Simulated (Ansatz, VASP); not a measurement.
Two plane-wave programs on TiSi

The input INCAR:

```
PREC = Accurate ; ENCUT = 520
EDIFF = 1E-6 ; ISMEAR = 0
SIGMA = 0.15 ; LREAL = F
LASPH = T ; NELM = 80
ALGO = Normal ; ISIF = 2
LWAVE = F ; LCHARG = F
GGA = PS ; NBANDS = 15
```

KPOINTS

```
Automatic mesh
0
Gamma
  20 20 14
```

The input POSCAR:

```
TiSi
1.0
    1.6640918483     -1.9402948589      0.0000000000
    1.6640918483      1.9402948589      0.0000000000
    0.0000000000      0.0000000000      4.5310119543
Ti Si
1 1
Direct
    0.5000000000      0.5000000000      0.0000000000
    0.0000000000      0.0000000000      0.5000000000
```

Input for Ansatz:

```yaml
crystal:
  lattice:
    - [1.6640918483, -1.9402948589, 0.0]
    - [1.6640918483, 1.9402948589, 0.0]
    - [0.0, 0.0, 4.5310119543]
  atoms:
    - { symbol: Ti, position: [0.5, 0.5, 0.0] }
    - { symbol: Si, position: [0.0, 0.0, 0.5] }
basis:
  ecutwfc: 420
kpoints:
  mp_grid: { grid: [20, 20, 14] }
hamiltonian:
  xc: pbesol
scf:
  occupations: { method: gaussian, width: 0.15 }
output:
  forces: true
  stress: true
  eigenvalues: true
```

Alike in both runs: task single point; functional PBEsol; k mesh 20 × 20 × 14; occupations gaussian, width 0.15 eV; no spin polarisation.

```csv
,VASP,Ansatz
version,VASP 6.6.1,Ansatz 0.2.0
potentials or method,"VASP PAW PBE potentials, release 64 (Ti_sv, Si)","scalar-relativistic, plane waves, PAW"
plane-wave cutoff (eV),520,420
valence electrons in the cell,16,16
```

```csv
,VASP,Ansatz,Ansatz less VASP
gap on the k mesh at the Fermi level (eV),none,none,-
pressure (GPa),-4.4,-4.4,+0.04
largest component of the traceless stress (GPa),24.08,24.15,+0.072
```

A gap of «none» marks a metal or a gap that the smearing closes.

Caveats: the PAW data sets were made with another functional, which shifts forces and pressure a little (VASP).
